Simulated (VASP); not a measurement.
## In3As: single point with PBE

Crystal: In3As.

```
CELL_PARAMETERS angstrom
4.67168 0.00000 0.00000
0.00000 4.67168 0.00000
0.00000 0.00000 4.67168
ATOMIC_POSITIONS crystal
In 0.50287 0.49799 0.99110
In 0.49374 0.98827 0.49555
In 0.99021 0.49748 0.51025
As 0.99893 0.00834 0.99706
```

The cell comes from a database or a generator and needn't be the stable form of this composition.

The cell isn't the ideal one: atoms moved at random, drawn with an rms of 0.05 Å.

```yaml
Program: VASP 6.6.1
Task: single point
Functional: PBE
Potentials_or_basis: VASP PAW PBE potentials, release 64 (In_d, As)
Cutoff: 520 eV
k_mesh: 6 × 6 × 6
Occupations: fermi-dirac, width 0.05 eV
Spin: no spin polarisation
```

| Quantity | Value |
| --- | --- |
| Pressure | 0.6 GPa |
| Largest force | 0.198 eV/Å |
| Band gap on the k mesh | none (metal or under the smearing width) |

Forces in eV/Å, atoms in the order of the input:
```
In  -0.078 -0.074  0.166
In  -0.052  0.075 -0.076
In   0.095 -0.071 -0.112
As   0.034  0.071  0.022
```

Stress tensor (GPa, compression positive):
```
 0.65 -0.03 -0.06
-0.03  0.60 -0.04
-0.06 -0.04  0.65
```

Levels at points of the mesh, in eV from the Fermi level:
```tsv
k point	band 18	band 19	band 20	band 21	band 22	band 23	band 24	band 25	band 26	band 27
(0.00, 0.00, 0.00)	-2.86	-2.82	-2.82	-1.85	-1.83	2.11	2.11	2.12	4.59	4.60
(0.50, 0.00, 0.00)	-4.31	-1.56	-1.54	-1.17	-0.16	-0.01	0.20	1.51	4.71	4.71
(0.00, 0.50, 0.00)	-4.30	-1.55	-1.55	-1.17	-0.03	-0.01	0.06	1.52	4.72	4.73
(0.00, 0.00, 0.50)	-4.31	-1.57	-1.56	-1.17	-0.16	0.00	0.22	1.52	4.69	4.71
(0.50, 0.50, 0.00)	-5.86	-5.73	-0.75	-0.32	0.47	0.48	1.76	1.93	1.99	2.25
(0.00, 0.50, 0.50)	-5.86	-5.66	-0.73	-0.34	0.47	0.48	1.77	1.87	1.99	2.29
(0.50, 0.00, 0.50)	-5.86	-5.73	-0.76	-0.33	0.48	0.49	1.77	1.95	1.99	2.19
(0.50, 0.50, 0.50)	-4.19	-4.18	-3.91	-3.90	-3.82	-3.30	4.74	4.74	4.75	8.79
```

It took 4.7 min on 1 thread of Intel(R) Xeon(R) Platinum 8375C CPU @ 2.90GHz (Ice Lake), on a shared host, peak memory 0.4 GiB.
